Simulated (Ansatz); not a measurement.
Calculated ¹⁷O nuclear quadrupole resonance for SiO2

Cell: an entry of the Crystallography Open Database (COD), its atoms then relaxed with PBE in this cell.

```cif
data_SiO2
_symmetry_space_group_name_H-M 'P4_12_12'
_symmetry_Int_Tables_number 92
_cell_length_a 4.9640
_cell_length_b 4.9640
_cell_length_c 6.9200
_cell_angle_alpha 90.000
_cell_angle_beta 90.000
_cell_angle_gamma 90.000
loop_
_atom_site_label
_atom_site_type_symbol
_atom_site_symmetry_multiplicity
_atom_site_Wyckoff_symbol
_atom_site_fract_x
_atom_site_fract_y
_atom_site_fract_z
Si Si 4 a 0.3059 0.3059 0.0000
O O 8 b 0.2366 0.1180 0.1858
```

One atom of each set is listed.

Level of theory: DFT, r2SCAN, plane waves and PAW (field gradients read without the response of the frozen cores, which leaves them typically 4 to 6 % off), scalar-relativistic, 500 eV cutoff, Γ-centred 5×5×4 k-points, Fermi–Dirac smearing 0.02 eV (Ansatz 0.2.0).

¹⁷O: I = 5/2, Q = -25.58 mb (year-2017 value). Static lattice, zero field.

Task: At which frequencies do the ¹⁷O NQR lines lie?

Result: For I = 5/2 and η = 0 the lines are 3|C_Q|/20 and twice that; η pulls their ratio below 2.

| site | atoms | V_zz (10²¹ V/m²) | C_Q (MHz) | η | line frequencies (MHz) |
| --- | --- | --- | --- | --- | --- |
| O | 8 | 9.63 | -5.96 | 0.20 | 0.931, 1.77 |

At O V_zz runs parallel to the line that joins its two neighbours (within 1°).

The largest force is 0.3 eV/Å, so the atoms aren't at the calculated equilibrium and relaxing them would move these values.
